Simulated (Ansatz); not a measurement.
Al under changes of volume

One of the cells (16.603 Å³/atom); the others are scaled copies at fixed shape and fractional positions:

```
CELL_PARAMETERS angstrom
0.00000 2.02481 2.02481
2.02481 0.00000 2.02481
2.02481 2.02481 0.00000
ATOMIC_POSITIONS crystal
Al 0.00000 0.00000 0.00000
```

| Quantity | Value |
| --- | --- |
| Program | Ansatz 0.2.0 |
| Functional | PBEsol |
| Dispersion | D4 |
| Potentials or basis | Ansatz PAW |
| Cutoff | 420 eV (not typed: the program's choice for these potentials) |
| k mesh | 11 × 11 × 11 |
| Occupations | fermi-dirac, width 0.05 eV |
| Spin | no spin polarisation |

```csv
volume (Å³/atom),energy over the lowest point (meV/atom),pressure (GPa)
15.607,?,?
15.939,0.00,-0.5
16.271,2.93,-2.2
16.603,9.18,-3.8
16.935,18.41,-5.1
17.267,30.28,-6.3
17.599,44.52,-7.4
```

**Question.** What does the run at 15.607 Å³/atom give?

**Answer.** Energy over the lowest point 0.77 meV/atom; pressure 1.3 GPa.

Worked out: A Birch-Murnaghan fit of order 3 (a polynomial in V^(-2/3)) to the other rows has its minimum at 15.84 Å³/atom, just outside them, with B0 = V·E''(V) = 89 GPa and B' = 4.4. It gives 0.80 meV/atom at 15.607 Å³/atom, against the run's 0.77, and -dE/dV = 1.4 GPa, against 1.3.

Energies are extrapolated to zero smearing.

Caveats: pairwise dispersion overbinds metals, which lowers pressure and volume; the PAW data sets come from PBE, with cores solved anew for the run's functional, which leaves a small shift of forces and pressure.
